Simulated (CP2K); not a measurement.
Runs of CP2K 2026.2 on Ga. The structure is tetragonal, space group I4/mmm (No. 139). The conventional cell has a = 2.769 Å, b = 2.769 Å, c = 4.622 Å, α = 90.00°, β = 90.00°, γ = 90.00°. Around Ga (site symmetry 4/mmm) lie 12 Ga at 2.77 to 3.03 Å. This isn't the form of Ga at room conditions, which is orthorhombic.

| task | level | potentials or basis | smearing | NGRIDS | potentials | shape of the broadening | broadening of the DOS (eV) | step of the DOS (eV) | gap on the mesh (eV) | pressure (GPa) |
| --- | --- | --- | --- | --- | --- | --- | --- | --- | --- | --- |
| density of states | PBE+D4 | POTENTIAL_UZH Ga GTH-PBE-q13; TZVP-MOLOPT-PBE-GTH basis | gaussian 0.05 eV | 5 | Ga GTH-PBE-q13 of POTENTIAL_UZH | GAUSSIAN | 0.15 eV | 0.05 eV | none | -0.1 |
| single point | PBEsol | POTENTIAL_UZH Ga GTH-PBE-q13; TZVP-MOLOPT-PBE-GTH basis | gaussian 0.05 eV | 5 | Ga GTH-PBE-q13 of POTENTIAL_UZH | - | - | - | none | 0.3 |
| single point | RPBE | POTENTIAL_UZH Ga GTH-PBE-q13; TZVP-MOLOPT-PBE-GTH basis | gaussian 0.05 eV | 4 | Ga GTH-PBE-q13 of POTENTIAL_UZH | - | - | - | none | (a) |
| single point | PBEsol | POTENTIAL_UZH Ga GTH-PBE-q13; TZVP-MOLOPT-PBE-GTH basis | gaussian 0.02 eV | 4 | Ga GTH-PBE-q13 of POTENTIAL_UZH | - | - | - | none | 0.3 |
| band structure | RPBE+D4 | POTENTIAL_UZH Ga GTH-PBE-q13; TZVP-MOLOPT-PBE-GTH basis | gaussian 0.05 eV | 4 | Ga GTH-PBE-q13 of POTENTIAL_UZH | - | - | - | none | -2.3 |

Alike in all rows: no spin polarisation; cell as given; k mesh 13 × 13 × 13.

Q: Fill in the values left out.

A: (a) 5.6.

Caveats: the basis of atomic orbitals isn't converged, which shifts pressures, moduli and gaps; the potentials were made for another functional, which shifts forces and pressure (some runs); pairwise dispersion overbinds metals, which lowers pressure and volume (some runs).

A k mesh can miss the band edges, and the runs leave out spin-orbit coupling on Ga.

A gap of «none» marks a metal or a gap under the smearing width.
